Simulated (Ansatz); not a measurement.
InP: the gap from level to level

A database entry relaxed whole under r2SCAN at zero pressure (F-43m, No. 216):

```
CELL_PARAMETERS angstrom
0.00000 2.95390 2.95390
2.95390 0.00000 2.95390
2.95390 2.95390 0.00000
ATOMIC_POSITIONS crystal
In 0.00000 0.00000 0.00000
P 0.25000 0.25000 0.25000
```

Its volume is 25.77 Å³ an atom, +2.4 % against the entry's 25.17, which is old or was flagged in a check.

Single points on this cell with plane-wave PAW DFT (Ansatz 0.2.0; r2SCAN 500 eV, hybrids 420 eV; fermi-dirac occupations of width 0.020 eV; no moments): r2SCAN on a 8×8×8 Γ-centred mesh; r2SCAN with spin-orbit coupling on a 8×8×8 Γ-centred mesh; HSE06 on a 8×8×8 Γ-centred mesh; PBE0 on a 8×8×8 Γ-centred mesh.

Question: How do gap, pressure and charges move from level to level?

Answer: The runs give:

| level | gap (eV), or kind | pressure (GPa) | Bader charge of In (e) | Bader charge of P (e) |
| --- | --- | --- | --- | --- |
| r2SCAN | 1.02 | 0.0 | +0.97 | -0.97 |
| r2SCAN with spin-orbit coupling | 1.00 | -0.1 | +0.97 | -0.97 |
| HSE06 | 1.35 | -0.2 | +0.98 | -0.98 |
| PBE0 | 1.92 | -0.4 | +0.99 | -0.99 |

Under r2SCAN the gap is 1.02 eV, over mesh and band path. HSE06 moves it by +0.32 eV and PBE0 by +0.90 eV; PBE0 keeps its exact exchange at long range, which widens the gap over HSE06's by 0.58 eV on their common mesh. Spin-orbit coupling moves the r2SCAN gap by -0.02 eV.

Caveats: the relaxation kept the start's symmetry; HSE06 is read on its mesh and at the zone's corners, PBE0 on its mesh alone; hybrid pressures are good to a few tenths of a GPa; pressure is positive in compression.
